## Do two of these CdTe volumes break the trend of the band gap?

**Question**

I am looking at r2SCAN band gaps of zincblende CdTe, with the same two-atom cell squeezed a little or stretched evenly in all directions:

Ansatz 0.2.0, r2SCAN with plane waves and PAW, for zincblende CdTe in a two-atom cell, relaxed or evenly strained at r2SCAN. Cutoff 500 eV, 6×6×6 k mesh, fixed occupations, no spin polarisation or spin–orbit coupling. Gaps are differences between the Kohn–Sham levels.

```tsv
volume (Å³/atom)	shortest distance (Å)	band gap (eV)	least direct gap (eV)
34.770	2.827	1.208	1.208
35.284	2.840	1.161	1.161
35.286	2.841	1.161	1.161
36.388	2.870	1.063	1.063
37.446	2.897	0.973	0.973
37.501	2.899	0.968	0.968
40.848	2.983	0.708	0.708
41.789	3.005	0.642	0.642
```

The gap shrinks as the crystal expands, which looked simple until I worked out the slope between neighbouring rows. I divided the change of the gap by the change of ln V, where V is the volume per atom. Most steps give about −3 eV, but between 35.284 and 35.286 Å³/atom the slope is zero, and on the short step up to 37.501 it jumps to −3.4 eV. Does something happen to the electrons at these two volumes? And if not, why is the curve so well behaved, and where would a real break show up?

**Answer**

Nothing happens at these two volumes. Both jumps come from dividing a rounded number by a very small one, and both vanish when gaps and volumes are taken with more digits.

Take the step from 37.446 to 37.501. The volume grows by only 0.15 %, and the gap falls by about five units of its last printed digit. Rounding can change that difference by up to one unit, which is enough to move the slope by 0.7 eV. With unrounded gaps the slope is −3.12 eV, right between those of its neighbours. The two rows near 35.285 are closer still: they are practically the same crystal. Unrounded gaps change the slope there from zero to −2.79 eV, but up to half of the difference in volume can itself be rounding. The runs also list the electrostatic energy of the bare ions, which varies as one over the cell length and so gives the ratio of the two volumes to more digits. With it the slope is −3.21 eV, in line with the neighbouring steps.

On the wider steps the slope does change, but gradually. It weakens from −3.22 eV at the small volumes to −2.93 eV at the large ones, without a reversal. That is a gentle bend shared by the whole series, so a fair test for an odd row needs a smooth curve that can bend.

The simplest such curve is a parabola in ln V. I drew it exactly through three rows, those at 34.770, 37.501 and 41.789 Å³/atom, and used the other rows as the test. Here is the row at 40.848, which had no part in fixing the curve:

- From the first to the middle anchor, ln V grows by 0.0756 and the gap falls from 1.2084 to 0.9682 eV. The slope is −3.177 eV.
- From the middle to the last anchor, ln V grows by 0.1083 and the gap falls to 0.6416 eV. The slope is −3.017 eV.
- The row lies 0.08549 beyond the middle anchor, so a straight line gives 0.9682 − 3.017 × 0.08549 = 0.7103 eV.
- The bend is the change of slope over the whole width, 0.160 / 0.1839 = 0.87 eV. Multiplied by the distances to the two nearest anchors, 0.0855 and 0.0228, it lowers the result by 0.0017 eV, to 0.7086 eV.

The calculation gives 0.7083 eV. No other tested row misses by more, so every row lies on the curve to within half of the last printed digit. The test really rests on three places, because the two rows near 35.285 count as one and 37.446 sits right beside an anchor. The output below lists the slopes and the comparison for each row.

**Why the gap shrinks, and why it bends**

Start from atoms pulled far apart, whose orbitals no longer overlap, and bring them together. In the usual bonding picture of such crystals, the lowest empty level is an antibonding mixture of Cd s and Te s orbitals, and overlap pushes it up. The highest filled level is made mainly of Te p orbitals, and bonding with the empty Cd p orbitals pushes it down. The filled Cd d orbitals, which lie deeper, push it back up, so the rise of the empty level is expected to do most of the work. Closer atoms therefore mean a wider gap, and expansion undoes this.

The bend points the same way. Overlap fades with distance, so each further per cent of expansion has less interaction left to remove, and the slope is expected to weaken. The weakening can be read from the numbers; its explanation by overlap is standard theory, which gaps alone do not test. Nor is it the whole story: fading overlap alone would be expected to make the bend fade as well, whereas here the bend grows towards the large volumes. The small misses show this, because the parabola lies below every tested row on the small-volume side of the middle anchor and above the row on the other side. Continued beyond the table, the parabola would run through zero to negative values and turn upwards much later, which no gap can follow. It is a curve for filling in between these rows, not for going beyond them.

**Why nothing jumps**

A gap is the distance between two levels, and it kinks when one of them is replaced by another. Here that does not occur. The highest filled and the lowest empty level both sit at Γ, the centre of the Brillouin zone, in every row, which is why the two gap columns agree throughout. If two levels changed places at Γ itself, the columns would still agree, but the slope would change abruptly, and it does not.

The structure in these runs has no other way to surprise you either. Even stretching keeps the full symmetry, and symmetry also fixes where the two atoms sit in the cell. A single length, the shortest distance, describes the whole structure. Two levels that keep their identity while one length changes smoothly can only give a smooth gap.

**Where a real break would be expected**

One place is strong compression. The empty level at Γ is pushed up quickly because it is so strongly antibonding, while the conduction valleys near the edge of the zone usually respond much less. At some point such a valley should become the lowest empty level. The band gap would then drop below the least direct gap, and its slope would change abruptly. That holds for a cell kept in the zincblende structure; a real sample is expected to change to another structure first, at a pressure of a few GPa, which is a break of a different kind. The series hardly goes in that direction: its only squeezed row is about 1.5 % smaller in volume than the relaxed crystal.

The other place is strong expansion, where the two levels at Γ are expected to meet at last: free Cd keeps its outer s shell filled and free Te has an open p shell, so atoms far apart leave no gap between these levels. Once the s level had dropped below the p level, the threefold p level would be only partly filled, and the gap would stay at zero instead of continuing its fall. That point is not close. Expanding the volume by 20 % costs 0.57 eV, 0.64 eV is left, and the slope is weakening, so a second expansion of the same proportion would not close the gap if this continues. Spin–orbit coupling, which these runs leave out, would raise the filled level by roughly 0.3 eV and bring the meeting point near enough that, on this trend, a second such expansion would be expected to reach it. The functional errs the other way: r2SCAN gives CdTe a smaller gap than is measured.

A real crystal might not survive that long. From the pressures of the same runs, its resistance to a change of volume falls from about 42 GPa at the small-volume end to about 18 GPa at the large one. A lattice that softens this much is heading for the point where it tears. The table would not warn you of that, because a perfect two-atom cell can be stretched smoothly past the volume at which a real sample comes apart.

For practical work near the relaxed volume, these r2SCAN runs give a fall of the gap by about 0.03 eV for each per cent of added volume. This is the effect of volume alone; heating a sample also changes its gap through the vibrations of the atoms. And when a slope seems to jump, first divide the possible rounding error by the size of the step. Only if the jump is larger than that, look at whether the band gap has parted from the least direct gap, because that shows that the highest filled and the lowest empty level no longer sit at the same k point.

Printed output of the fit:

```
Slope of the gap from the row before (eV per unit of ln V):
     row  from table gaps  from unrounded gaps  possible error from gap rounding  possible error of volume step in percent
  35.284           -3.203               -3.222                           0.06814                                    0.1946
  35.286                0               -2.788                             17.64                                        50
  36.388           -3.187               -3.188                           0.03252                                   0.09074
  37.446            -3.14               -3.146                           0.03489                                   0.09452
  37.501           -3.407               -3.121                            0.6813                                     1.818
  40.848           -3.041                -3.04                            0.0117                                   0.02988
  41.789           -2.898               -2.929                           0.04391                                    0.1063
Parabola through three rows against the calculation:
     row  parabola in eV  unrounded gap in eV  parabola less gap in meV
   34.77           1.208                1.208                         0
  35.284           1.161                1.161                   -0.1268
  35.286           1.161                1.161                   -0.1511
  36.388           1.063                1.063                   -0.2252
  37.446          0.9727               0.9728                  -0.01176
  37.501          0.9682               0.9682                         0
  40.848          0.7086               0.7083                    0.2883
  41.789          0.6416               0.6416                         0
Increase of volume over the series in percent: 20.19
Increase of the Cd-Te distance over the series in percent: 6.296
Gap lost over the series in eV: 0.5668
Gap lost over the series in percent: 46.91
Gap left at the largest volume in eV: 0.6416
Steepest slope over a wide step in eV per unit of ln V: -3.222
Weakest slope over a wide step in eV per unit of ln V: -2.929
Largest miss of the parabola in meV: 0.2883
Number of rows missed by more than 0.5 meV: 0
Largest stiffness against volume change over a wide step in GPa: 41.63
Smallest stiffness against volume change over a wide step in GPa: 17.52
```
